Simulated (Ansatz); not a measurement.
Gd:

```xyz
1
Lattice="-2.0250 2.0250 2.0250 2.0250 -2.0250 2.0250 2.0250 2.0250 -2.0250" Properties=species:S:1:pos:R:3 pbc="T T T"
Gd    0.0000    0.0000    0.0000
```

This isn't the form of Gd at room conditions, which is hcp.

Base run:

```yaml
Program: Ansatz 0.2.0
Functional: LDA
Potentials_or_basis: Ansatz PAW
Cutoff: 420 eV
Density_cutoff: 1680 eV
k_mesh: 7 × 7 × 7
Occupations: fermi-dirac, width 0.05 eV
Spin: collinear spin, ferromagnetic start
Starting_moments: "[7.0] μB"
```

Its results: band gap on the k mesh none (metal or under the smearing width); pressure -4.3 GPa; net moment 7.53 μB per cell; site moments Gd +7.28 μB.

Q: After a change of settings the same cell gave: band gap on the k mesh none (metal or under the smearing width); pressure -2.4 GPa; net moment 7.62 μB per cell; site moments Gd +7.34 μB. Which change was it?
A. functional from LDA to PBEsol
B. functional from LDA to r2SCAN; cutoff from 420 eV to 500 eV; density cutoff from 1680 eV to 2000 eV
C. functional from LDA to BLYP
D. functional from LDA to r2SCAN; cutoff from 420 eV to 500 eV; density cutoff from 1680 eV to 2000 eV; k mesh from 7 × 7 × 7 to 9 × 9 × 9

A: A.

PBEsol binds less tightly than LDA, so the same cell stands under more pressure.

Caveats: spin-orbit coupling is left out, which moves the levels of the heavy elements; the PAW data sets come from PBE, with cores solved anew for the run's functional, which leaves a small shift of forces and pressure.

Not every run made on this cell is shown here.
